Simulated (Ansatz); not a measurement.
## Elastic constants of InP at 3 GPa (stress–strain coefficients): input and output

Computed with Ansatz 0.2.0, DFT PBE, scalar-relativistic, plane waves, PAW.

Launched with:
```bash
ansatz run input.yaml --threads 1 --pin off --max-ram 3072MiB --backend cpu --events-out ev --progress --plain --runs-dir out
```

Input (bare energies are in eV):
```yaml
crystal:
  lattice:
    - [0.0, 2.7375154105, 2.7375154105]
    - [2.7375154105, 0.0, 2.7375154105]
    - [2.7375154105, 2.7375154105, 0.0]
  atoms:
    - { symbol: In, position: [0.0, 0.0, 0.0] }
    - { symbol: P, position: [0.5, 0.5, 0.5] }
basis:
  ecutwfc: 420
kpoints:
  mp_grid: { grid: [14, 14, 14] }
hamiltonian:
  xc: pbe
scf:
  occupations: { method: fermi_dirac, width: 0.15 }
output:
  forces: true
  stress: true
  eigenvalues: true
elastic:
  mode: relaxed_ion
  amplitude: 0.005
```

From the output:
```
--- Elastic constants: 2 strain directions × 4 members + reference (group order 48) ---
  dense FFT box of the reference and of every strained cell: 27×27×27
  strains applied: 11, 23; error gains: componentwise 1.00 (the most a stress slope's error grows in a printed constant), spectral 1.73 (1 for all six strains in a standard setting)
  C = ∂σ_k/∂η_j (tension-positive GPa; Voigt order 11 22 33 23 13 12):
       172.958     44.216     44.216     -0.000     -0.000      0.000
        44.216    172.958     44.216      0.000     -0.000     -0.000
        44.216     44.216    172.958     -0.000      0.000      0.000
         0.000     -0.000     -0.000     30.721     -0.000      0.000
         0.000     -0.000     -0.000     -0.000     30.721      0.000
        -0.000      0.000     -0.000      0.000     -0.000     30.721
  reference stress σ⁰ (GPa):     -2.995     -2.995     -2.995      0.000      0.000      0.000
  C* (energy form; C + prestress term) asymmetry max|C*_kj − C*_jk| = 1.421e-14 GPa — a small one proves nothing (zero by symmetry where the batch's group is 432, −43m or m−3m); a large one is finite-difference/SCF noise where every solve ...
  moduli (Voigt/Reuss/Hill, GPa): K = 87.13/87.13/87.13   G = 44.18/38.84/41.51   E = 107.47   ν = 0.294
  mechanically stable: yes (min eigenvalue of sym C = 30.72 GPa)
  strain η (Voigt 11):  stress-route row diagonal C_11 = 172.96 GPa, energy-path curvature d²(F+E_count+ΔE)/dδ²/Ω₀ = 172.96 GPa
    cells at ±δ against ±2δ: C11 173.03 and 173.25 GPa, apart by 0.13 % of the column's largest entry
         δ    σ_11 (GPa) F (eV) n_scf n_hpsi n_pw
    -1.000e-2      -4.8315       -6353.5312483       9   76151    817   relax 0 steps, max|allowed force component| 7.40e-32 eV/Å
    -5.000e-3      -3.8865       -6353.5368246       4   53509    819   relax 0 steps, max|allowed force component| 1.97e-31 eV/Å
     5.000e-3      -2.1562       -6353.5445149       4   52729    837   relax 0 steps, max|allowed force component| 3.94e-31 eV/Å
     1.000e-2      -1.3665       -6353.5467649       7   62916    853   relax 0 steps, max|allowed force component| 4.56e-31 eV/Å
  strain η (Voigt 23):  stress-route row diagonal C_44 = 30.72 GPa, energy-path curvature d²(F+E_count+ΔE)/dδ²/Ω₀ = 32.22 GPa
    cells at ±δ against ±2δ: C44 30.71 and 30.68 GPa, apart by 0.10 % of the column's largest entry
         δ    σ_23 (GPa) F (eV) n_scf n_hpsi n_pw
    -1.000e-2      -0.3068       -6353.5408107       8  123690    829   relax 0 steps, max|allowed force component| 1.48e-30 eV/Å
    -5.000e-3      -0.1536       -6353.5411207       4   98989    829   relax 0 steps, max|allowed force component| 7.89e-31 eV/Å
     5.000e-3       0.1536       -6353.5411207       4   96489    829   relax 0 steps, max|allowed force component| 3.25e-30 eV/Å
     1.000e-2       0.3068       -6353.5408107       7  107994    829   relax 0 steps, max|allowed force component| 1.18e-30 eV/Å
```

It took 59 s on 1 thread of Intel(R) Xeon(R) Platinum 8488C (Sapphire Rapids), on a shared host, peak memory 0.58 GiB.

In a metal, frequencies and elastic constants depend on the k mesh and the smearing, soft modes and shear constants most.

This rock-salt form isn't the usual stable structure of the compound at low pressure.